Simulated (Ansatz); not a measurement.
# Zone-centre phonons of BN: input and output

Theory: DFT PBEsol, scalar-relativistic, plane waves, PAW (Ansatz).

Launched with:
```bash
ansatz run input.yaml --threads 1 --pin off --max-ram 3072MiB --backend cpu --events-out ev --progress --plain --runs-dir out
```

Input (bare energies are in eV):
```yaml
crystal:
  lattice:
    - [2.494224071, 0.001536937, -0.2228945606]
    - [-1.2384763368, 2.1650289398, 0.2228555957]
    - [-0.934315222, -0.9056238666, 3.5529683517]
  atoms:
    - { symbol: B, position: [0.9908805793, 0.9913440608, -0.0063894388] }
    - { symbol: "N", position: [0.6572684207, 0.3245399392, 0.9931944388] }
basis:
  ecutwfc: 420
kpoints:
  mp_grid: { grid: [12, 12, 12] }
hamiltonian:
  xc: pbesol
scf:
  occupations: { method: fixed }
output:
  eigenvalues: true
phonons:
  method: dfpt
  dielectric: true
  rigid_motions: translations
  eigenvectors: true
```

The end of the output:
```
--- Phonons (Γ-DFPT): 6 representative perturbations + reference, on 868 of 1728 k-points (Σ response iterations 18) ---
  ASR residual: 6.294e-5 → 0.000e0 eV/Å²; symmetrization residual: 5.765e-7 eV/Å²
  The last average, over the group as it would stand without the narrowing to the FFT grids, took up to 2.925e-5 eV/Å² of the zone centre's force constants
  ASR residual per site (eV/Å²): 1.47e-5 6.29e-5
  Γ frequencies (cm⁻¹): 0.00 0.00 0.00 756.33 1362.75 1362.77
  ε∞ (high-frequency dielectric tensor):
        4.628072     0.009742    -0.189698
        0.009742     4.639240     0.109917
       -0.189701     0.109919     2.520530
  ε⁰ (static dielectric tensor: ions relaxed, cell fixed):
        6.290745     0.016077    -0.311917
        0.016077     6.309176     0.180735
       -0.311920     0.180737     2.826810
  ε⁰ − ε∞ (ionic part):
        1.662674     0.006334    -0.122219
        0.006334     1.669936     0.070818
       -0.122219     0.070818     0.306280
  softest optical mode at Γ: 756.33 cm⁻¹; the repairs (sum rule, projections) moved no ω² at Γ by more than (2.40 cm⁻¹)²
  Born effective charges Z* (e; rows j = field, columns β = displacement):
    site 0:
         2.68917    0.00955   -0.18383
         0.00955    2.70012    0.10652
        -0.18387    0.10654    0.64885
    site 1:
        -2.68917   -0.00955    0.18383
        -0.00955   -2.70012   -0.10652
         0.18387   -0.10654   -0.64885
  Z* charge neutrality: 2.842e-5 e pre-enforcement
  k-mesh period / interband length: 30.0 Å / 1.38 Å = 21.72 at k = (-0.5000, -0.5000, -0.5000), direct gap 5.388 eV — 14 or more, which is no proof of convergence
  optical modes at Γ without the LO–TO term, one row a degenerate level:
      ω (cm⁻¹) modes IR ((D/Å)²/amu)
        756.33      1             1.4860
       1362.75      1            27.6800
       1362.77      1            27.6811
  optical modes at Γ + LO–TO along q̂ = [1.0000, 0.0000, 0.0000]:
      ω (cm⁻¹) modes IR ((D/Å)²/amu)
        756.46      1             1.4873
       1362.76      1            27.6808
       1588.54      1            27.6790
  optical modes at Γ + LO–TO along q̂ = [0.0000, 1.0000, 0.0000]:
      ω (cm⁻¹) modes IR ((D/Å)²/amu)
        756.38      1             1.4865
       1362.75      1            27.6803
       1589.13      1            27.6804
  optical modes at Γ + LO–TO along q̂ = [0.0000, 0.0000, 1.0000]:
      ω (cm⁻¹) modes IR ((D/Å)²/amu)
        798.03      1             1.5007
       1362.77      1            27.6811
       1367.77      1            27.6653
```

Time: 48 s on 1 thread of Intel(R) Xeon(R) 6975P-C (Granite Rapids), on a shared host, peak memory 0.75 GiB.

The crystal is built of layers and no dispersion correction was added, so the binding between them is poorly described, and with it their spacing and whatever depends on it.

This form isn't the usual stable structure of the compound.